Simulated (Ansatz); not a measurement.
An Ansatz input:

```yaml
crystal:
  lattice:
    - [3.2720785542, 0.0, 0.0]
    - [0.0, 3.2720785542, 0.0]
    - [0.0, 0.0, 3.2720785542]
  atoms:
    - { symbol: "Y", position: [0.0, 0.0, 0.0] }
hamiltonian:
  xc: pbe
  pseudopotentials:
    kind: paw
    azcp:
      "Y": "pseudopotentials/Y.paw.azcp"
basis:
  ecutwfc: 420
  fft_grid_basis: typed
kpoints:
  mp_grid: { grid: [16, 16, 16], shift: [0, 0, 0] }
magnetization:
  spin_polarized: false
scf:
  occupations: { method: fermi_dirac, width: 0.1 }
```

Terminal output

```
Engine: ansatz 0.2.0, x86_64-unknown-linux-gnu
Pseudopotentials: kind: paw
Pseudopotential: Y, paw, valence charge 11, recommended cutoff 420 eV (normal) 
Functional definition: PBE
  parameter kappa = 0.804
  parameter beta = 0.06672455060314922
  exchange = pbe_x(kappa = kappa, mu = beta*pi^2/3)
  correlation = pbe_c(beta = beta)
Crystal: 1 atoms, lattice volume = 35.033 Å³
Basis set: ecut = 420 eV, 691 PW (Γ)
Bands: 10, of which v1, the nominal top of the filled ones, is band 6 counted from 1 (5 counted from 0)
Symmetry: 48 space group operations
Space group: Pm-3m (ITA 221), of the structure as read, at distance tolerance 3.3e-5 Å
k-points: 165 of 4096
Non-local potential: Y, projectors of the file, l = 0: 3, l = 1: 2, l = 2: 2, l = 3: 1
PAW form: soft (Blöchl's): semilocal exchange-correlation on the pseudo side does not see the compensation charge
PAW one-centre angular grid: Y, 590 points (default); XC on 64 Gauss nodes
Initial density: superposition of atomic densities (neutral atoms: chi_scale 0, normalization atom), corrected by the library's trained network
Initial wavefunctions: pseudopotential atomic-orbital guess
Functional: x = pbe(κ = 0.804, μ = 0.2195149727645171), c = pbe(β = 0.06672455060314922)
SCF iter   1: F=—  HF=-3847.915012 eV  |F-HF|=—  |Δ(HF+E_count)|=         —  Δρ=5.02e-3  dr2=1.10e-2  ethr=1.77e-3  ⟨swp⟩=5.1  Hψ=9481  notcnv=0
SCF iter   2: F=—  HF=-3847.913819 eV  |F-HF|=—  |Δ(HF+E_count)|=   1.19e-3  Δρ=3.18e-3  dr2=4.95e-3  ethr=1.00e-4  ⟨swp⟩=1.0  Hψ=2971  notcnv=0
SCF iter   3: F=—  HF=-3847.912922 eV  |F-HF|=—  |Δ(HF+E_count)|=   8.97e-4  Δρ=4.58e-4  dr2=4.65e-5  ethr=4.50e-5  ⟨swp⟩=2.0  Hψ=1948  notcnv=0
SCF iter   4: F=—  HF=-3847.912922 eV  |F-HF|=—  |Δ(HF+E_count)|=   1.72e-7  Δρ=2.23e-4  dr2=2.16e-5  ethr=4.23e-7  ⟨swp⟩=2.0  Hψ=2684  notcnv=0
SCF iter   5: F=—  HF=-3847.912913 eV  |F-HF|=—  |Δ(HF+E_count)|=   8.98e-6  Δρ=5.42e-5  dr2=1.04e-6  ethr=1.97e-7  ⟨swp⟩=2.8  Hψ=2662  notcnv=0
SCF iter   6: F=-3847.912913 eV  HF=-3847.912913 eV  |F-HF|=3.24e-9  |Δ(HF+E_count)|=   4.53e-7  Δρ=4.06e-6  dr2=4.58e-9  ethr=9.09e-10  ⟨swp⟩=1.0  Hψ=4994  notcnv=0
SCF 1 converged in 6 iterations: F = -3847.912913 eV  dr2 = 4.58e-9
SCF converged after 6 iterations
Free energy (F): -3847.912913 eV
Harris-Foulkes:  -3847.912913 eV  (|F-HF|=3.24e-9)
Internal energy: -3847.831589 eV  (E = F + TS)
E sigma→0 (E₀):  -3847.872251 eV
Entropy (-TS):   -0.081324 eV (-81.324 meV/atom)
Fermi energy:    8.631506 eV
--- Per-component energies (eV) ---
  E_band       = -131.996352
  E_kinetic    = 304.965746
  E_local      = -663.760849  (includes V_loc(G=0)·N_el)
  E_nonlocal   = 50.618181
  E_hartree    = 213.880165
  E_xc         = -172.630273
  E_vxc        = -198.164314  (∫ρ·V_xc dr)
  E_paw        = -2825.484828  (= ΣΔE_a)
  E_vpaw       = -53.413706  (= ΣTr[D̂ρ^β])
  E_aug_tail   = 0.000003  (compensation charges beyond the density's cutoff)
  E_ewald      = -755.419733
  E_smearing   = -0.081324  (= −TS)
  E_closure    = 0.000000  (closes the sum)
  Σ components = -3847.912913   (vs F -3847.912913, Δ=0.00e0)
```

Command:

```sh
ansatz run input.yaml --threads 1 --pin off --max-ram 3584MiB --backend cpu --events-out ev --progress --plain --runs-dir out
```

On 1 thread of Intel(R) Xeon(R) Platinum 8259CL CPU @ 2.50GHz (Skylake/Cascade Lake) (shared host) this took about 4.7 s of wall time and 3.9 s of CPU time.
